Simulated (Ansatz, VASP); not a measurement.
## Two plane-wave programs on ZrC

```
Zr C
1.0
     0.00000    2.38546    2.42072
     2.38546    0.00000    2.42072
     2.38546    2.38546    0.00000
Zr C
1 1
Direct
  0.50000 0.50000 0.50000
  0.00000 0.00000 0.00000
```

Change from the starting cell: strain +0.015 along x and y, +0.030 along z, atoms carried along.

Alike in both runs: task single point; functional PBEsol; k mesh 18 × 18 × 18; occupations gaussian, width 0.15 eV; no spin polarisation.

|  | VASP | Ansatz |
| --- | --- | --- |
| version | VASP 6.6.1 | Ansatz 0.2.0 |
| potentials or method | VASP PAW PBE potentials, release 64 (Zr_sv, C) | scalar-relativistic, plane waves, PAW |
| plane-wave cutoff (eV) | 520 | 420 |
| valence electrons in the cell | 16 | 16 |

|  | VASP | Ansatz | Ansatz less VASP |
| --- | --- | --- | --- |
| gap on the k mesh at the Fermi level (eV) | none | none | - |
| pressure (GPa) | -15.6 | -15.9 | -0.30 |
| largest component of the traceless stress (GPa) | 2.58 | 2.55 | -0.028 |

A gap of «none» marks a metal or a gap that the smearing closes.

Caveats: so large a pressure means that the cell lies far from this level's equilibrium, or that cutoff or potentials fall short (VASP); the potentials were made for another functional, which shifts forces and pressure (VASP).
